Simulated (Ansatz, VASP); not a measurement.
# InPd in VASP and in Ansatz

```xyz
4
Lattice="2.7865 -1.6025 -0.1458 2.7865 1.6025 -0.1458 -1.3263 0.0000 8.5265" Properties=species:S:1:pos:R:3 pbc="T T T"
In    1.3933    0.8012   -0.0729
In    0.7301   -0.8012    4.1904
Pd    2.4550   -0.8012    1.9858
Pd    1.7918    0.8012    6.2491
```

Alike in both runs: functional PBE; k mesh 6 × 6 × 4; occupations gaussian, width 0.1 eV; no spin polarisation.

Ansatz relaxed the structure, and its values are those at the end. VASP's run is a single point on that final structure, the one shown.

```csv
,VASP,Ansatz
version,VASP 6.6.1,Ansatz 0.2.0
potentials or method,"VASP PAW PBE potentials, release 64 (In_d, Pd)","scalar-relativistic, plane waves, PAW"
plane-wave cutoff (eV),520,420
valence electrons in the cell,46,62
```

VASP gave:

```
gap on the k mesh at the Fermi level (eV) : none
pressure (GPa)                            : 0.2
```

Which values does Ansatz return?

gap on the k mesh at the Fermi level (eV): none; pressure (GPa): 0.1.

A gap of «none» marks a metal or a gap that the smearing closes. The two sets of potentials don't hold the same shells in valence.

Caveats: the k mesh is coarse (spacing up to 0.38 Å⁻¹), so the values aren't converged.
